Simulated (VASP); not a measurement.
Runs of VASP 6.6.1 on Te2Mo. It takes space group P6_3/mmc (No. 194, hexagonal). The conventional cell has a = 3.518 Å, b = 3.518 Å, c = 13.974 Å, α = 90.00°, β = 90.00°, γ = 120.00°. Around Te (site symmetry 3m) lie 3 Mo at 2.72 Å. Mo (site symmetry -6m2) is surrounded by 6 Te at 2.72 Å. 

```tsv
task	level	cell	cutoff (eV)	smearing	gap on the mesh (eV)	pressure (GPa)	relaxed volume (Å³/atom)	largest force (eV/Å)
relaxation of cell and atoms	revPBE	relaxed	600	fermi-dirac 0.05 eV	1.02	0.0	(a)	-
band structure	revPBE	as given	520	fermi-dirac 0.05 eV	0.79	-	-	-
band structure	RPBE	as given	520	fermi-dirac 0.05 eV	0.80	4.8	-	0.27
single point	PBE	as given	520	gaussian 0.011 eV	0.78	2.9	-	(b)
relaxation of cell and atoms	RPBE	relaxed	600	fermi-dirac 0.05 eV	(c)	0.0	32.88	0.01
```

Alike in all rows: potentials or basis VASP PAW PBE potentials, release 64 (Te, Mo_sv); no spin polarisation; k mesh 9 × 9 × 2.

Q: Estimate the missing entries.

A: (a) 33.49; (b) 0.19; (c) 1.01.

Caveats: spin-orbit coupling is left out, which moves the levels of the heavy elements; the PAW data sets were made with another functional, which shifts forces and pressure a little (some runs); an odd mesh through Γ misses points on the zone boundary, where band edges often lie (some runs); this functional lacks dispersion, which binds the layers, so the pressure and a relaxed spacing across them are unreliable (some runs); the volume moved by over 15 % at a fixed basis, so the end points are rough (some runs); this functional lacks dispersion, which binds the layers, so the pressure and a relaxed spacing across them are unreliable, and here the layers came unbound (some runs); the volume moved by +34 % from the deposited cell, more than functionals usually miss (some runs).

A k mesh can miss the band edges, and the runs leave out spin-orbit coupling on Mo, Te.
